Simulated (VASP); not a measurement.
Write the native input for VASP 6.6.1 that does the following.

```
Task                   : single point
Functional             : revPBE
Potentials or basis    : VASP PAW PBE potentials, release 64 (Ni)
Cutoff                 : 520 eV
k mesh                 : 12 × 12 × 17
Occupations            : fermi-dirac, width 0.1 eV
Spin                   : no spin polarisation
Dipole correction      : no
Further INCAR settings : ALGO = Fast; EDIFF = 1e-07; NBANDS = 22
```

The structure of Ni lies in POSCAR:

```
Ni
1.0
    4.0211115337      0.0000000000      0.0000000000
   -2.0105557668      3.4823847396      0.0000000000
    0.0000000000      0.0000000000      2.4201954129
Ni
3
Direct
    0.0000000000      1.0000000000      0.0000000000
    0.3333333333      0.6666666667      0.5000000000
    0.6666666667      0.3333333333      0.5000000000
```

This isn't the form of Ni at room conditions, which is fcc.

These files were run (other wordings do the same):

INCAR

```
  PREC = Accurate
  ENCUT = 520
  EDIFF = 1E-7
  ISMEAR = -1
  SIGMA = 0.1
  LREAL = F
  LASPH = T
  NELM = 80
  ALGO = Fast
  ISIF = 2
  LWAVE = F
  LCHARG = T
  GGA = RE
  LELF = T
  LVHAR = T
  NBANDS = 22
```

KPOINTS

```
Automatic mesh
0
Gamma
  12 12 17
```

Potentials or basis: VASP PAW PBE potentials, release 64 (Ni).

Command:

```bash
$ cat potpaw_PBE.64/Ni/POTCAR > POTCAR
$ mpirun -np 1 vasp_std > vasp.out
```

It gave:

| Property | Result |
| --- | --- |
| Pressure | 0.1 GPa |
| Band gap on the k mesh | none (metal or under the smearing width) |

Caveat: the PAW data sets were made with another functional, which shifts forces and pressure a little; the run has no spin polarisation, though such a crystal can be magnetic.

Run time: 2.3 min on 1 thread of Intel(R) Xeon(R) Platinum 8559C (Emerald Rapids), with other jobs on the host, peak memory 0.21 GiB.
